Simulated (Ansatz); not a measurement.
**GeSb$_{4}$Te$_{4}$: a vibration from a frozen displacement**

These are results of DFT PBEsol, scalar-relativistic, plane waves, PAW in Ansatz, not measurements. Cutoff 420 eV, Γ-centred 12×12×4 k-points, Gaussian smearing of 0.15 eV. Spin–orbit coupling is left out, which matters for the heavy elements here. No spin polarisation. Energies are free energies at this smearing, counted from the undisturbed cell; pressure is positive in compression.

Reference structure (relaxed at this level; it needn't be the usual structure):

```
CELL_PARAMETERS angstrom
4.26661 0.00000 0.00000
-2.13330 3.69499 0.00000
0.00000 0.00000 17.00671
ATOMIC_POSITIONS crystal
Ge 0.00000 0.00000 0.00000
Sb 0.33333 0.66667 0.54586
Sb 0.66667 0.33333 0.45414
Sb 0.66667 0.33333 0.78736
Sb 0.33333 0.66667 0.21264
Te 0.33333 0.66667 0.90322
Te 0.66667 0.33333 0.09678
Te 0.00000 0.00000 0.68674
Te 0.00000 0.00000 0.31326
```

Every Te atom is moved by x along the Cartesian unit vector (0.000, -0.831, 0.556); the cell and all other atoms stay fixed. The cell's volume is 268.11 Å³; the moved atoms weigh 510.400 u together and the others 559.670 u.

| x (Å) | ΔE (meV/cell) | total force on the moved atoms along the move (eV/Å) | pressure (GPa) |
| --- | --- | --- | --- |
| -0.1000 | 40.46 | 0.8326 | 0.1299 |
| -0.0500 | 9.90 | 0.3987 | 0.0201 |
| 0.0000 | 0.00 | 0.0000 | -0.0164 |
| 0.0750 | 22.47 | -0.6091 | 0.0658 |

**Question.** What frequency belongs to this motion?

**Answer.** The force constant is k = −dF/dx = 8.033 eV/Å², from the parabola through x = -0.0500, 0 and 0.0750. In every cell the moved atoms swing against the rest, so the mass is μ = m₁m₂/(m₁ + m₂) = 266.950 u, and ν̃ = 521.5 cm⁻¹ × √(|k|/μ) = 90 cm⁻¹. The pattern needn't be a normal mode: ν̃² is then a weighted mean of the squared nonzero frequencies at the zone centre of this cell, taken without macroscopic field, so it lies between the lowest and the highest of them.

**Question.** How far does the harmonic law reach?

**Answer.** At x = -0.100 Å, kx²/2 = 40.16 meV against the computed 40.46 meV (+0.7 %): the well is still close to harmonic there.

The gap closes along the scan, which can put kinks into the curve.

The restoring forces show a stable, slightly hardening well for tellurium moving against germanium and antimony. Inversion through the Ge site turns this displacement into its opposite, so energy and pressure must be even in x. The force per unit displacement grows steadily with amplitude on both sides, the mark of a positive quartic term. The asymmetric three-point parabola therefore puts part of this hardening into k, and the close energy match at -0.1000 Å understates the anharmonicity; the frequency itself would change little.

Heavy atoms and fairly soft, p-dominated bonds account for the low frequency. Pressure rises with displacement in either direction, which means that expansion at fixed cell shape would soften this motion, as is usual when bonds lengthen. The oblique direction mixes in-plane and out-of-plane polar vibrations, which trigonal symmetry keeps separate, so 90 cm⁻¹ shouldn't be assigned to a single infrared line. Nor does the positive curvature exclude a soft mode in which germanium alone moves off-centre, as in the ferroelectric distortion of GeTe.
